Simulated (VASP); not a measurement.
# ZrSe2 (P-3m1) in VASP: relaxation of cell and atoms with PBE+D3(BJ)

Aim: the relaxation of cell and atoms of ZrSe2 with PBE+D3(BJ).

All numbers are computed with VASP 6.6.1; they aren't measurements. Logs are shortened: lines on timing, memory, paths and dates and some standing lists are left out, and cuts for length are marked.

### 1 The structure

The structure is trigonal, space group P-3m1 (No. 164). The conventional cell has a = 3.740 Å, b = 3.740 Å, c = 6.028 Å, α = 90.00°, β = 90.00°, γ = 120.00°. Around Zr (site symmetry -3m) lie 6 Se at 2.69 Å. Around Se (site symmetry 3m) lie 3 Zr at 2.69 Å.

### 2 Relaxation of cell and atoms, PBE+D3(BJ)

The input, INCAR:

```
PREC = Accurate
ENCUT = 600
EDIFF = 1E-7
ISMEAR = 0
SIGMA = 0.03
LREAL = False
LASPH = True
NELM = 80
ALGO = Normal
ISIF = 3
LWAVE = False
LCHARG = False
GGA = PE
IVDW = 12
IBRION = 2
NSW = 90
EDIFFG = -0.005
KPAR = 2
```

The input, KPOINTS:

```
regular mesh
0
Gamma
  9 9 5
```

The input, POSCAR:

```
ZrSe2                                   
1.0
    3.7403501874      0.0000000000      0.0000000000
   -1.8701750937      3.2392382814     -0.0000000000
    0.0000000000      0.0000000000      6.0280666929
  Zr              Se            
     1     2
Direct
     0.0000000000000000    0.0000000000000000    0.0000000000000000
     0.3333333332999970    0.6666666667000030    0.2649979648619340
     0.6666666667000030    0.3333333332999970    0.7350020351380662
```

Potentials or basis: VASP PAW PBE potentials, release 64 (Zr_sv, Se).

The run is started by

```bash
$ cat potpaw_PBE.64/Zr_sv/POTCAR potpaw_PBE.64/Se/POTCAR > POTCAR
$ mpirun -np 2 vasp_std > vasp.out
```

OUTCAR:

```text
PREC = Accurate
   ENCUT = 600
   EDIFF = 1E-7
   ISMEAR = 0
   LREAL = False
   LASPH = True
   NELM = 80
   ISIF = 3
   GGA = PE
   IVDW = 12
   IBRION = 2
   NSW = 90
   EDIFFG = -0.005
 IVDW          = 12

 ion  position               nearest neighbor table
   1  0.000  0.000  0.000-   2 2.69   3 2.69   3 2.69   2 2.69   3 2.69   2 2.69
   2  0.333  0.667  0.265-   1 2.69   1 2.69   1 2.69
   3  0.667  0.333  0.735-   1 2.69   1 2.69   1 2.69

  LATTYP: Found a hexagonal cell.
 ALAT       =     3.7403501874
 C/A-ratio  =     1.6116316363

  Lattice vectors:

 A1 = (   3.7403501874,   0.0000000000,   0.0000000000)
 A2 = (  -1.8701750937,   3.2392382814,   0.0000000000)
 A3 = (   0.0000000000,   0.0000000000,   6.0280666929)

Analysis of symmetry for initial positions (statically):
=====================================================================
 Subroutine PRICEL returns:
 Original cell was already a primitive cell.

 Routine SETGRP: Setting up the symmetry group for a
 hexagonal supercell.

 Subroutine GETGRP returns: Found 12 space group operations
 (whereof 12 operations were pure point group operations)
 out of a pool of 24 trial point group operations.

The static configuration has the point symmetry D_3d.

Analysis of symmetry for dynamics (positions and initial velocities):
=====================================================================
 Subroutine PRICEL returns:
 Original cell was already a primitive cell.

 Routine SETGRP: Setting up the symmetry group for a
 hexagonal supercell.

 Subroutine GETGRP returns: Found 12 space group operations
 (whereof 12 operations were pure point group operations)
 out of a pool of 24 trial point group operations.

The dynamic configuration has the point symmetry D_3d.

 Subroutine INISYM returns: Found 12 space group operations
 (whereof 12 operations are pure point group operations),
 and found     1 'primitive' translations

----------------------------------------------------------------------------------------

                                     Primitive cell

  volume of cell :      73.0354

  direct lattice vectors                    reciprocal lattice vectors
     3.740350187  0.000000000  0.000000000     0.267354646  0.154357277  0.000000000
    -1.870175094  3.239238281  0.000000000     0.000000000  0.308714554  0.000000000
     0.000000000  0.000000000  6.028066693     0.000000000  0.000000000  0.165890666

[... 70 lines left out ...]
   dimension x,y,z NGX =    30 NGY =   30 NGZ =   48
   dimension x,y,z NGXF=    60 NGYF=   60 NGZF=   96
   ions per type =               1   2
   NGX,Y,Z   is equivalent  to a cutoff of  13.33, 13.33, 13.24 a.u.
   NGXF,Y,Z  is equivalent  to a cutoff of  26.67, 26.67, 26.48 a.u.
 SYSTEM =  unknown system
   PREC   = accura    normal or accurate (medium, high low for compatibility)
   ISTART =      0    job   : 0-new  1-cont  2-samecut
   ICHARG =      2    charge: 1-file 2-atom 10-const
   ISPIN  =      1    spin polarized calculation?
   LNONCOLLINEAR =      F non collinear calculations
   LSORBIT =      F    spin-orbit coupling
   LASPH  =      T    aspherical Exc in radial PAW
   ENCUT  =  600.0 eV  44.10 Ry    6.64 a.u.   7.47  7.47 12.04*2*pi/ulx,y,z
   NELM   =     80;   NELMIN=  2; NELMDL= -5     # of ELM steps
   EDIFF  = 0.1E-06   stopping-criterion for ELM
   LREAL  =      F    real-space projection
   EDIFFG = -.5E-02   stopping-criterion for IOM
   NSW    =     90    number of steps for IOM
   IBRION =      2    ionic relax: 0-MD 1-quasi-New 2-CG
   NFREE  =      1    steps in history (QN), initial steepest desc. (CG)
   ISIF   =      3    stress and relaxation
   ISYM   =      2    0-nonsym 1-usesym 2-fastsym
   POTIM  = 0.5000    time-step for ionic-motion
   TEBEG  =    0.0;   TEEND  =   0.0 temperature during run
   PSTRESS=    0.0 pullay stress
   NELECT =      24.0000    total number of electrons
   NUPDOWN=      -1.0000    fix difference up-down
   EMIN   =  10.00;   EMAX   =-10.00  energy-range for DOS
   EFERMI =   0.00;   METHOD = LEGACY
   ISMEAR =     0;   SIGMA  =   0.03  broadening in eV -4-tet -1-fermi 0-gaus
   EFERMI_NEDOS =   21; number of points for ismear=-14 and -15
   IALGO  =     38    algorithm
   IMIX   =      4    mixing-type and parameters
     AMIX     =   0.40;   BMIX     =  1.00
     AMIX_MAG =   1.60;   BMIX_MAG =  1.00
  volume/ion in A,a.u.               =      24.35       164.29
  Fermi-wavevector in a.u.,A,eV,Ry     =   1.129711  2.134845 17.364406  1.276248
  Thomas-Fermi vector in A             =   2.266406
   LORBIT       =      0    0 simple, 1 ext, 2 COOP (PROOUT), +10 PAW based schemes
   GGA     = PE    functional components
   LHFCALC =     F    Hartree Fock is set to
   AEXX    =    0.0000 exact exchange contribution
   IVDW    =    12    specifies the selected vdW correction
   LEPSILON=     F    determine dielectric tensor
   LRPA    =     F    only Hartree local field effects (RPA)
 conjugate gradient relaxation of ions
 non-spin polarized calculation
 Gauss-broadening in eV      SIGMA  =   0.03
  energy-cutoff  :      600.00
  volume of cell :       73.04
 maximum number of plane-waves:      2463
 NGX is ok and might be reduce to    30
   NGX = 15   NGY = 15   NGZ = 25

--------------------------------------- Ionic step        1  -------------------------------------------

 number of electron      24.0000001 magnetization

 Free energy of the ion-electron system (eV)
  ---------------------------------------------------
  ext. energy  EPLUGINS =         0.00000000
  ---------------------------------------------------
  free energy    TOTEN  =       -19.52673145 eV

  energy without entropy =      -19.52663501  energy(sigma->0) =      -19.52668323

------------------------ aborting loop because EDIFF is reached ----------------------------------------

 Edisp (eV)   -1.21589

 E8    (eV) :    -0.5478
[... 155 lines left out ...]
--------------------------------------- Ionic step        5  -------------------------------------------

 number of electron      24.0000001 magnetization

 Free energy of the ion-electron system (eV)
  ---------------------------------------------------
  ext. energy  EPLUGINS =         0.00000000
  ---------------------------------------------------
  free energy    TOTEN  =       -19.52642938 eV

  energy without entropy =      -19.52633478  energy(sigma->0) =      -19.52638208

 E-fermi :   5.0356     XC(G=0):  -9.7882

 val. band max:        5.0227049253   @ k =   0.0000   0.0000   0.0000
 cond. band min:       5.0715062945   @ k =   0.0000   0.4444   0.4000
 fundamental gap:      0.0488013692
 Fermi energy:         5.0356014328

 k-point     1 :       0.0000    0.0000    0.0000
  band No.  band energies     occupation
      1     -44.5647      2.00000
      2     -22.6223      2.00000
      3     -22.5021      2.00000
      4     -22.5021      2.00000
      5      -8.5397      2.00000
      6      -7.1363      2.00000
[... 433 lines left out ...]
      3     -22.5901      2.00000
      4     -22.5388      2.00000
      5      -7.8175      2.00000
      6      -7.2171      2.00000
[... 8 lines left out ...]
     15       7.7015      0.00000
     16       8.5280      0.00000

 [... further k-points ...]

------------------------ aborting loop because EDIFF is reached ----------------------------------------

 Edisp (eV)   -1.21621

 E8    (eV) :    -0.5480
[... 26 lines left out ...]
  FREE ENERGIE OF THE ION-ELECTRON SYSTEM (eV)
  ---------------------------------------------------
  free  energy   TOTEN  =       -20.7426383383 eV

  energy  without entropy=      -20.7425437348  energy(sigma->0) =      -20.74259104

 reached required accuracy - stopping structural energy minimisation
```

It took 77 s on 2 MPI ranks of Intel Xeon Platinum 8488C (Sapphire Rapids), shared host; peak memory 0.24 GiB.

What came out:

| Item | Value |
| --- | --- |
| Free energy | -20.7426 eV |
| Relaxed volume | 24.34 Å³/atom |
| Relaxed cell | a = 3.739 Å, b = 3.739 Å, c = 6.032 Å, α = 90.00°, β = 90.00°, γ = 120.00° |
| Space group after relaxing (to 0.05 Å) | P-3m1 (No. 164) |
| Energy gained by relaxing | 0.0 meV/atom |
| Ionic steps | 5 |
| Pressure after relaxing | 0.0 GPa |
| Band gap on the k mesh | 0.05 eV, indirect (least direct gap 0.94 eV) |
| Dispersion energy per atom | -0.405 eV |

Forces on the atoms (eV/Å):
```
Zr   0.000  0.000  0.000
Se   0.000  0.000 -0.003
Se   0.000  0.000  0.003
```

Final structure:
```xyz
3
Lattice="3.7385 0.0000 0.0000 -1.8693 3.2377 0.0000 0.0000 0.0000 6.0322" Properties=species:S:1:pos:R:3 pbc="T T T"
Zr    0.0000    0.0000    0.0000
Se    0.0000    2.1584    1.5985
Se    1.8693    1.0792    4.4337
```

Levels at points of the mesh, in eV from the valence-band top:
| k point | band 10 | band 11 | band 12 | band 13 | band 14 | band 15 |
| --- | --- | --- | --- | --- | --- | --- |
| (0.00, 0.00, 0.00) | -0.11 | -0.11 | 0.00 | 0.94 | 0.94 | 1.22 |

Caveat: an odd mesh through Γ misses points on the zone boundary, where band edges often lie.
